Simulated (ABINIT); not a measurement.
# A GW chain in ABINIT: CdS (Greenockite)

Wanted: ground state, empty states, screening and self-energy for CdS (Greenockite).

Method: PBE and many-body steps on it, plane waves, in ABINIT 10.8.3.

The database entry behind the starting cell differs from later determinations by our own check (about 0.35 % long), so it need not match the best structure at ambient conditions.

## Step 1: The starting structure

Symmetry: P6_3mc, No. 186, hexagonal system. The conventional cell has a = 4.150 Å, b = 4.150 Å, c = 6.737 Å, α = 90.00°, β = 90.00°, γ = 120.00°. Nearest to Cd lie 4 S at 2.53 to 2.54 Å. Nearest to S lie 4 Cd at 2.53 to 2.54 Å. Farther neighbours and most contacts between anions are not listed.

The cell and positions come from the Crystallography Open Database and are kept as given unless a step says otherwise.

## Step 2: Ground state

This step: ABINIT 10.8.3; DFT, PBE, plane waves, norm-conserving pseudopotentials.

The ground-state density comes first.

File run.abi:

```
acell 3*1.0 Angstrom
rprim 
  4.149999999997 0.000000000001 0.000000000000
  -2.074999999999 3.594005425702 0.000000000000
  0.000000000000 0.000000000000 6.737000000000
ntypat 2
znucl 48 16
natom 4
typat 1 1 2 2
xred 
  0.333333333333 0.666666666667 0.000000000000
  0.666666666667 0.333333333333 0.500000000000
  0.333333333333 0.666666666667 0.375000000000
  0.666666666667 0.333333333333 0.875000000000
pp_dirpath "pseudos"
pseudos "Cd.upf, S.upf"
ecut 47
ngkpt 3 3 4
nshiftk 1
shiftk 0 0 0
kptopt 1
chksymbreak 0
nband 32
occopt 1
tolvrs 1e-08
nstep 60
prtwf 0
optforces 0
optstress 0
indata_prefix "in"
outdata_prefix "out"
tmpdata_prefix "tmp"
```

Launch:

```sh
> OMP_NUM_THREADS=1 mpirun -n 8 abinit run.abi > log
```

Numbers of over 12 decimals in the logs are rounded to 6 here.

The program printed:

```text
.Version 10.8.3 of ABINIT. v10.8.2 released Aug 2026.

 Symmetries : space group P6_3 m c (#186); Bravais hP (primitive hexag.)
================================================================================
 Values of the parameters that define the memory need of the present run
     intxc =       0    ionmov =       0      iscf =       7    lmnmax =       6
     lnmax =       6     mgfft =      80  mpssoang =       3    mqgrid =    3929
     natom =       4  nloc_mem =       1    nspden =       1   nspinor =       1
    nsppol =       1      nsym =      12    n1xccc =    2501    ntypat =       2
    occopt =       1   xclevel =       2
-    mband =          32        mffmem =           1         mkmem =           2
       mpw =       10458          nfft =      200000          nkpt =           9
================================================================================
  Rough estimation (10% accuracy) of disk space for files :
================================================================================

--------------------------------------------------------------------------------
------------- Echo of variables that govern the present computation ------------
--------------------------------------------------------------------------------
 -outvars: echo values of preprocessed input variables --------
            acell      1.8897261259E+00  1.8897261259E+00  1.8897261259E+00 Bohr

      chksymbreak           0
             ecut      4.70000000E+01 Hartree
-          fftalg         312

              ixc     -101130
              kpt      0.00000000E+00  0.00000000E+00  0.00000000E+00
                       3.33333333E-01  0.00000000E+00  0.00000000E+00
                       3.33333333E-01  3.33333333E-01  0.00000000E+00
                       0.00000000E+00  0.00000000E+00  2.50000000E-01
                       3.33333333E-01  0.00000000E+00  2.50000000E-01
                       3.33333333E-01  3.33333333E-01  2.50000000E-01
                       0.00000000E+00  0.00000000E+00  5.00000000E-01
                       3.33333333E-01  0.00000000E+00  5.00000000E-01
                       3.33333333E-01  3.33333333E-01  5.00000000E-01
         kptrlatt        3    0    0      0    3    0      0    0    4
          kptrlen      2.35270903E+01
P           mkmem           2
            natom           4
            nband          32
            ngfft          50      50      80
             nkpt           9
            nstep          60
             nsym          12
           ntypat           2
              occ      2.000000  2.000000  2.000000  2.000000  2.000000  2.000000
                       2.000000  2.000000  2.000000  2.000000  2.000000  2.000000
                       2.000000  2.000000  2.000000  2.000000  2.000000  2.000000
                       2.000000  2.000000  2.000000  2.000000  2.000000  2.000000
                       2.000000  2.000000  0.000000  0.000000  0.000000  0.000000
                       0.000000  0.000000
        optforces           0
        optstress           0
            prtwf           0
            rprim      4.1500000000E+00  1.0000000000E-12  0.0000000000E+00
                      -2.0750000000E+00  3.5940054257E+00  0.0000000000E+00
                       0.0000000000E+00  0.0000000000E+00  6.7370000000E+00
          spgroup         186

           tolvrs      1.00000000E-08

             xred      3.3333333333E-01  6.6666666667E-01  0.0000000000E+00
[...]
znucl       48.00000   16.00000

================================================================================

 chkinp: Checking input parameters for consistency.

================================================================================
== DATASET  1 ==================================================================
-   mpi_nproc: 8, omp_nthreads: 1 (-1 if OMP is not activated)
-    --> not optimal distribution: autoparal keyword recommended in input file <--

--- !DatasetInfo
iteration_state: {dtset: 1, }
dimensions: {natom: 4, nkpt: 9, mband: 32, nsppol: 1, nspinor: 1, nspden: 1, mpw: 10458, }
cutoff_energies: {ecut:  47.0, pawecutdg:  -1.0, }
electrons: {nelect:   5.20000000E+01, charge:   0.00000000E+00, occopt:   1.00000000E+00, tsmear:   1.00000000E-02, }

 Real(R)+Recip(G) space primitive vectors, cartesian coordinates (Bohr,Bohr^-1):
 R(1)=  7.8423634  0.0000000  0.0000000  G(1)=  0.1275126  0.0736194  0.0000000
 R(2)= -3.9211817  6.7916859  0.0000000  G(2)=  0.0000000  0.1472388  0.0000000
 R(3)=  0.0000000  0.0000000 12.7310849  G(3)=  0.0000000  0.0000000  0.0785479
 Unit cell volume ucvol=  6.7809411E+02 bohr^3
 Angles (23,13,12)=  9.00000000E+01  9.00000000E+01  1.20000000E+02 degrees

 getcut: wavevector=  0.0000  0.0000  0.0000  ngfft=  50  50  80
         ecut(hartree)=     47.000   => boxcut(ratio)=   2.03615

--- Pseudopotential description ------------------------------------------------
- Cd Generated using ONCVPSP code by D. R. Hamann
- 48.00000  20.00000  171031                  znucl, zion, pspdat
12 -101130 2 -1 1368                          pspcod,pspxc,lmax,lloc,mmax
     nproj     2     2     2
  pspatm : epsatm=   23.16453630
         --- l  ekb(1:nproj) -->
[...]
pspatm: atomic psp has been read  and splines computed

- S Generated using ONCVPSP code by D. R. Hamann
- 16.00000   6.00000  171031                  znucl, zion, pspdat
12 -101130 2 -1 1146                          pspcod,pspxc,lmax,lloc,mmax
     nproj     2     2     2
  pspatm : epsatm=    9.01821529
         --- l  ekb(1:nproj) -->
[...]
pspatm: atomic psp has been read  and splines computed

   3.34700617E+03                                ecore*ucvol(ha*bohr**3)
--------------------------------------------------------------------------------

_setup2: Arith. and geom. avg. npw (full set) are   10433.861   10433.852

================================================================================

--- !BeginCycle
iteration_state: {dtset: 1, }
solver: {iscf: 7, nstep: 60, nline: 4, wfoptalg: 0, }
tolerances: {tolvrs: 1.00E-08, }

     iter   Etot(hartree)      deltaE(h)  residm     vres2
 ETOT  1  -367.30567352792    -3.673E+02 2.126E+00 1.340E+04
 ETOT  2  -369.94154978681    -2.636E+00 4.641E-02 2.174E+04
 ETOT  3  -372.48329007524    -2.542E+00 1.449E-02 2.859E+03
 ETOT  4  -372.70873004552    -2.254E-01 1.904E-02 1.029E+03
 ETOT  5  -372.81274316772    -1.040E-01 1.922E-02 1.458E+02
 ETOT  6  -372.83051020116    -1.777E-02 2.959E-03 5.248E-01
 ETOT  7  -372.83030987247     2.003E-04 3.011E-03 2.634E+00
 ETOT  8  -372.83064778223    -3.379E-04 7.972E-04 3.954E-02
 ETOT  9  -372.83065005669    -2.274E-06 1.328E-03 2.404E-02
 ETOT 10  -372.83065328813    -3.231E-06 1.959E-04 2.885E-05
 ETOT 11  -372.83065329533    -7.204E-09 1.334E-03 4.702E-07
 ETOT 12  -372.83065329542    -8.680E-11 2.004E-04 3.563E-08
 ETOT 13  -372.83065329544    -1.631E-11 3.770E-04 3.030E-09

 At SCF step   13       vres2   =  3.03E-09 < tolvrs=  1.00E-08 =>converged.

--- !ResultsGS
iteration_state: {dtset: 1, }
comment   : Summary of ground state results
lattice_vectors:
- [  7.8423634,   0.0000000,   0.0000000, ]
- [ -3.9211817,   6.7916859,   0.0000000, ]
- [  0.0000000,   0.0000000,  12.7310849, ]
lattice_lengths: [   7.84236,    7.84236,   12.73108, ]
lattice_angles: [ 90.000,  90.000, 120.000, ] # degrees, (23, 13, 12)
lattice_volume:   6.7809411E+02
convergence: {deltae: -1.631E-11, res2:  3.030E-09, residm:  3.770E-04, diffor:  0.000E+00, }
etotal    :  -3.72830653E+02
entropy   :   0.00000000E+00
fermie    :   1.56514680E-01
cartesian_stress_tensor: null
pressure_GPa: null
xred      :
- [  3.3333E-01,   6.6667E-01,   0.0000E+00, Cd]
- [  6.6667E-01,   3.3333E-01,   5.0000E-01, Cd]
- [  3.3333E-01,   6.6667E-01,   3.7500E-01,  S]
- [  6.6667E-01,   3.3333E-01,   8.7500E-01,  S]
cartesian_forces: null
force_length_stats: {min: null, max: null, mean: null, }

 Integrated electronic density in atomic spheres:
 ------------------------------------------------
 Atom  Sphere_radius  Integrated_density
[...]
4        2.00000          3.91657952
================================================================================

 ----iterations are completed or convergence reached----

 Mean square residual over all n,k,spin=   19.554E-07; max=  37.696E-05
 reduced coordinates (array xred) for    4 atoms
       0.333333333333      0.666666666667      0.000000000000
       0.666666666667      0.333333333333      0.500000000000
       0.333333333333      0.666666666667      0.375000000000
       0.666666666667      0.333333333333      0.875000000000
 rms dE/dt=  0.0000E+00; max dE/dt=  0.0000E+00; dE/dt below (all hartree)
    1       0.000000000000      0.000000000000      0.000000000000
    2       0.000000000000      0.000000000000      0.000000000000
    3       0.000000000000      0.000000000000      0.000000000000
    4       0.000000000000      0.000000000000      0.000000000000

 cartesian coordinates (angstrom) at end:
    1     -3.3e-13     2.396004     0.000000
    2      2.075000     1.198002     3.368500
    3     -3.3e-13     2.396004     2.526375
    4      2.075000     1.198002     5.894875
 length scales=  1.889726125908  1.889726125908  1.889726125908 bohr
              =  1.000000000000  1.000000000000  1.000000000000 angstroms
 prteigrs : about to open file out_EIG
 Fermi (or HOMO) energy (hartree) =   0.15651   Average Vxc (hartree)=  -0.34087
 Eigenvalues (hartree) for nkpt=   9  k points:
 kpt#   1, nband= 32, wtk=  0.02778, kpt=  0.0000  0.0000  0.0000 (reduced coord)
  -3.56875   -3.56875   -2.13798   -2.13796   -2.13786   -2.13786   -2.13785   -2.13785
  -0.29514   -0.27942   -0.12671   -0.12578   -0.12578   -0.12266   -0.12266   -0.11137
  -0.11137   -0.10811   -0.10811   -0.09572   -0.00312    0.12868    0.12868    0.15463
   0.15651    0.15651    0.19970    0.25808    0.39306    0.39306    0.40510    0.43361
 prteigrs : prtvol=0 or 1, do not print more k-points.

--- !EnergyTerms
iteration_state     : {dtset: 1, }
comment             : Components of total free energy in Hartree
kinetic             :  1.30808993806961E+02
hartree             :  1.31110141488820E+02
xc                  : -5.48465640807827E+01
Ewald energy        : -1.97799265838709E+02
psp_core            :  4.93590210809704E+00
local_psp           : -3.98525984943107E+02
non_local_psp       :  1.14861241632848E+01
total_energy        : -3.72830653295436E+02
total_energy_eV     : -1.01452389111635E+04
band_energy         : -4.23178547718407E+01

== END DATASET(S) ==============================================================
================================================================================

 -outvars: echo values of variables after computation  --------
           etotal     -3.7283065330E+02
            nband          32
             nkpt           9
          spgroup         186
 [... the other variables as echoed above ...]

 Calculation completed.
```

The job ended after 37 s (8 MPI ranks of Arm Neoverse V1, shared host; peak memory 0.86 GiB; 4.9 min of CPU time).

Numbers from this step:

| Quantity | Value |
| --- | --- |
| total energy | -10145.2389 eV |
| gap | 1.175 eV |
| k of the valence top | 0, 0, 0 |
| k of the conduction bottom | 0, 0, 0 |
| least direct gap | 1.175 eV |

The gap is direct, at Γ.

(Part 1 of 3 ends here.)

[Paths, hosts, dates, memory and timing lines, banners, echoed tables and standing remarks are left out of the program output.]

[Logs are printed without paths, hosts, clocks, repeated set-up lines and the standing remarks that a program may print on its own settings, such as how far it seeks lower states.]

[Runs of the session that timed out or met a known fault of the program may be left out.]

[Hosts, paths, dates, database ids (printed as entryN), source tags and the programs' standing remarks are cut or masked in the printed files.]

[G0W0 gaps are taken among the corrected bands and points alone; a level outside them can change the order at an edge.]

[Where Ansatz stands beside ABINIT at settings called matched, ABINIT's density can come from a denser mesh and the files from another edition; pairs whose starting gaps differed by over 0.03 eV were left out, so agreement reads better than it is.]
